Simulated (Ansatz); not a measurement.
Ca: one input, then a changed one

The cell is a measured one (Crystallography Open Database entry 9008489); the temperature and pressure of the measurement aren't taken into account, and nothing was relaxed. It was measured hot, at 723 K.

First run: DFT, PBE, all-electron LAPW, non-relativistic (Ansatz 0.2.0).

Command: `ansatz run input.yaml --threads 1 --pin off --max-ram 2048MiB --backend cpu --events-out ev --progress --plain --runs-dir out` The run took 6.3 s on 1 thread of Arm Neoverse V1 (shared host), peak memory 0.25 GiB.

```yaml
crystal:
  lattice:
    - [3.9799995206, 0.0, 0.0]
    - [-1.9899997603, 3.4467806919, 0.0]
    - [0.0, 0.0, 6.52]
  atoms:
    - { symbol: Ca, position: [0.3333333333, 0.6666666667, 0.25] }
    - { symbol: Ca, position: [0.6666666667, 0.3333333333, 0.75] }
kpoints:
  mp_grid: { grid: [11, 11, 6] }
  band_path:
    path:
      - [0.0, 0.0, 0.0]
      - [0.5, 0.0, 0.0]
      - [0.3333333333, 0.3333333333, 0.0]
      - [0.0, 0.0, 0.0]
      - [0.0, 0.0, 0.5]
      - [0.5, 0.0, 0.5]
      - [0.3333333333, 0.3333333333, 0.5]
      - [0.0, 0.0, 0.5]
      - [0.5, 0.0, 0.5]
    npoints: 5
scf:
  occupations: { method: fermi_dirac, width: 0.08 }
hamiltonian:
  xc: pbe
  pseudopotentials:
    kind: all_electron
    lapw: { basis_error: 0.0005 }
    relativity: none
output:
  forces: true
  stress: true
  eigenvalues: true
```

Result: converged; pressure -0.81 GPa; no gap on the k mesh; 7 SCF iterations.

The input is then changed:

```diff
@@ -7,4 +7,5 @@
     - { symbol: Ca, position: [0.3333333333, 0.6666666667, 0.25] }
     - { symbol: Ca, position: [0.6666666667, 0.3333333333, 0.75] }
+  symmetry: { detect: false }
 kpoints:
   mp_grid: { grid: [11, 11, 6] }
@@ -22,5 +23,5 @@
     npoints: 5
 scf:
-  occupations: { method: fermi_dirac, width: 0.08 }
+  occupations: { method: cold, width: 0.05 }
 hamiltonian:
   xc: pbe
```

Q: What does the second run give?

A: It converged; pressure -0.85 GPa; no gap on the k mesh; 7 SCF iterations.
